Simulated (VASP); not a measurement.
Set up this calculation in VASP 6.6.1, as the native input.

- Task: relaxation of cell and atoms
- Functional: PBEsol
- Potentials or basis: VASP PAW PBE potentials, release 64 (Cu, I)
- Cutoff: 600 eV
- k mesh: 8 × 8 × 8
- Occupations: gaussian, width 0.03 eV
- Spin: no spin polarisation
- Further INCAR settings: ALGO = Normal; EDIFF = 1e-06; IBRION = 2; EDIFFG = -0.01; NSW = 90; ISIF = 3

The structure of CuI (Marshite) lies in POSCAR:

```
CuI
1.0
    0.0000000000      3.0315000000      3.0315000000
    3.0315000000      0.0000000000      3.0315000000
    3.0315000000      3.0315000000      0.0000000000
Cu I
1 1
Direct
    0.2500000000      0.2500000000      0.2500000000
    0.0000000000      0.0000000000      0.0000000000
```

These files were run (other wordings do the same):

INCAR

```
PREC = Accurate
ENCUT = 600
EDIFF = 1E-6
ISMEAR = 0
SIGMA = 0.03
LREAL = False
LASPH = True
NELM = 80
ALGO = Normal
ISIF = 3
LWAVE = False
LCHARG = False
GGA = PS
IBRION = 2
NSW = 90
EDIFFG = -0.01
```

KPOINTS

```
regular mesh
0
Gamma
  8 8 8
```

Potentials or basis: VASP PAW PBE potentials, release 64 (Cu, I).

Run with:

```bash
$ cat potpaw_PBE.64/Cu/POTCAR potpaw_PBE.64/I/POTCAR > POTCAR
$ mpirun -np 1 vasp_std > vasp.out
```

It gave:

```yaml
Relaxed_volume: 26.28 Å³/atom
Relaxed_cell: a = 4.204 Å, b = 4.204 Å, c = 4.204 Å, α = 60.00°, β = 60.00°, γ = 60.00°
Space_group_after_relaxing_to_0.05_Å: F-43m (No. 216)
Energy_gained_by_relaxing: 13.3 meV/atom
Ionic_steps: 3
Pressure_after_relaxing: -0.1 GPa
Band_gap_on_the_k_mesh: 1.19 eV, direct
```

Caveat: the PAW data sets were made with another functional, which shifts forces and pressure a little; spin-orbit coupling is left out, which moves the levels of the heavy elements.

Wall time 34 s on 1 thread of Intel(R) Xeon(R) 6975P-C (Granite Rapids), on a shared host, peak memory 0.21 GiB.
